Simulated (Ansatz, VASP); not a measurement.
One calculation of Si, two programs

Contents of INCAR:

```
SYSTEM = Si
PREC = Accurate
ENCUT = 600
EDIFF = 1E-7
ISMEAR = 0
SIGMA = 0.02
LREAL = .FALSE.
LASPH = .TRUE.
NELM = 60
ALGO = Normal
ISIF = 3
LWAVE = .FALSE.
LCHARG = .FALSE.
GGA = CA
IBRION = 2
NSW = 100
EDIFFG = -0.005
```

Contents of KPOINTS:

```
regular mesh
0
G
  12 12 12
  0 0 0
```

POSCAR

```
Si
1.0
    0.0000000000      2.7009735921      2.7009735921
    2.7009735921      0.0000000000      2.7009735921
    2.7009735921      2.7009735921      0.0000000000
Si
2
Direct
    0.5000000000      0.5000000000      0.5000000000
    0.7500000000      0.7500000000      0.7500000000
```

Input for Ansatz:

```yaml
crystal:
  lattice:
    - [0.0, 2.7009735901, 2.7009735901]
    - [2.7009735901, 0.0, 2.7009735901]
    - [2.7009735901, 2.7009735901, 0.0]
  atoms:
    - { symbol: Si, position: [0.5, 0.5, 0.5] }
    - { symbol: Si, position: [0.75, 0.75, 0.75] }
basis:
  ecutwfc: 420
kpoints:
  mp_grid: { grid: [12, 12, 12] }
hamiltonian:
  xc: lda
scf:
  occupations: { method: gaussian, width: 0.02 }
output:
  forces: true
  stress: true
  eigenvalues: true
relax:
  adjacent_minimum: "off"
  f_tol: 0.005
  max_steps: 80
  cell: { stress_tol: 0.05 }
```

Alike in both runs: task relaxation of cell and atoms; functional LDA; k mesh 12 × 12 × 12; occupations gaussian, width 0.02 eV; no spin polarisation.

```csv
,VASP,Ansatz
version,VASP 6.6.1,Ansatz 0.2.0
potentials or method,"VASP PAW LDA potentials, release 64 (Si)","scalar-relativistic, plane waves, PAW"
plane-wave cutoff (eV),600,420
valence electrons in the cell,8,8
```

|  | VASP | Ansatz | Ansatz less VASP |
| --- | --- | --- | --- |
| gap on the k mesh at the Fermi level, each at its own relaxed structure (eV) | 0.44 | 0.44 | +0.001 |
| relaxed volume (Å³/atom) | 19.72 | 19.70 | -0.011 |
| relaxed cell length with the largest relative difference (Å) | 3.820 | 3.820 | -0.0007 |

A k mesh can miss the band edges. LDA gaps usually lie below the measured ones, often by a third to a half.
